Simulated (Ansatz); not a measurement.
# Elastic constants of ZnF₂ (P4_2/mnm), step by step

```
CELL_PARAMETERS angstrom
4.63067 0.00000 0.00000
0.00000 4.63067 0.00000
0.00000 0.00000 3.08798
ATOMIC_POSITIONS crystal
Zn 0.00000 0.00000 0.00000
Zn 0.50000 0.50000 0.50000
F 0.30327 0.30327 0.00000
F 0.19673 0.80327 0.50000
F 0.69673 0.69673 0.00000
F 0.80327 0.19673 0.50000
```

The conventional cell has a = 4.631 Å, b = 4.631 Å, c = 3.088 Å, α = 90.00°, β = 90.00°, γ = 90.00°. Around Zn (atom 1) lie 6 F at 1.99 to 2.01 Å. F (atom 3) is surrounded by 3 Zn at 1.99 to 2.01 Å.

Computed, not measured; unless marked otherwise by LDA, all-electron LAPW in Ansatz 0.2.0, scalar-relativistic. k mesh 4×4×6, strains of ±0.005, fixed occupations, basis error target 1 meV/atom. The cell was relaxed by PAW under this functional, which moved its volume by -5 % from the database entry's.

The cell is tetragonal and carries a residual pressure of -0.09 GPa at this level. Each strain component that symmetry leaves independent is applied at ±0.005, the ions relax wherever a strain frees them, and the stress (tension positive, GPa) is read. Shears are engineering strains, γ = 2ε.

```csv
strain,size,σxx,σyy,σzz,σyz,σxz,σxy
xx,-0.005,-0.6155,-0.5306,-0.4432,0.0000,0.0000,0.0000
xx,+0.005,0.7942,0.6629,0.6421,0.0000,0.0000,0.0000
zz,-0.005,-0.4715,-0.4715,-1.0214,0.0000,0.0000,0.0000
zz,+0.005,0.6201,0.6201,1.1986,0.0000,0.0000,0.0000
yz,-0.005,0.0801,0.0810,0.1012,-0.1879,0.0000,0.0000
yz,+0.005,0.0801,0.0810,0.1012,0.1879,0.0000,0.0000
xy,-0.005,0.0779,0.0779,0.0978,0.0000,0.0000,-0.4598
xy,+0.005,0.0779,0.0779,0.0978,0.0000,0.0000,0.4598
```

A central difference gives one constant, for example C11 ≈ (0.7942 − (-0.6155))/(0.01) = 141.0 GPa; the program then imposes the crystal's symmetry on the whole matrix.

Q: What are the independent elastic constants?

A: C11 = 141.0, C12 = 119.4, C13 = 108.8, C33 = 222.0, C44 = 37.6, C66 = 92.0 GPa.

Q: Is the crystal stable against homogeneous strain?

A: The least eigenvalue of the 6×6 matrix is 21.6 GPa, so yes.

Q: What moduli does a random aggregate of grains have?

A: Voigt and Reuss bounds: B from 126.8 to 130.9 and G from 27.8 to 44.6 GPa; their means are B = 128.8 and G = 36.2 GPa. Then E = 9BG/(3B + G) = 99.3 GPa, ν = (3B − 2G)/(6B + 2G) = 0.372 and B/G = 3.56, on the ductile side of Pugh's 1.75 (a rule of thumb, made for metals; it doesn't predict ductility here).

Q: With the density of 5.185 g/cm³, how fast does sound travel, and what Debye temperature follows?

A: 

| direction | slow (m/s) | middle (m/s) | fast (m/s) |
| --- | --- | --- | --- |
| x | 2692 | 4212 | 5214 |
| y | 2692 | 4212 | 5214 |
| z | 2692 | 2692 | 6544 |

The mean of v⁻³ over directions and branches gives v_m = 2887 m/s and θ_D = (ħ/k_B) v_m (6π²n)^(1/3) = 386 K, n being atoms per volume. Young's modulus spans 38 to 167 GPa over directions, and the universal anisotropy index is 3.04.

Q: How far do the constants move if PAW replaces LAPW in the same cell?

A: 

| constant | LAPW (GPa) | PAW (GPa) | difference |
| --- | --- | --- | --- |
| C11 | 141.0 | 141.7 | 0.7 |
| C12 | 119.4 | 119.7 | 0.3 |
| C13 | 108.8 | 109.3 | 0.5 |
| C33 | 222.0 | 222.5 | 0.5 |
| C44 | 37.6 | 37.3 | -0.3 |
| C66 | 92.0 | 91.5 | -0.5 |

Q: How do the constants change if the ions are clamped to the homogeneous strain?

A: Clamped values, with the change against relaxed ions: C11 = 150.2 (+9.2), C12 = 113.5 (-5.8), C13 = 112.4 (+3.6), C33 = 232.2 (+10.2), C44 = 45.3 (+7.8), C66 = 94.1 (+2.1) GPa.

Keep in mind: the frozen-core PAW files of the compared runs were fitted under PBE, their cores solved anew for this functional.
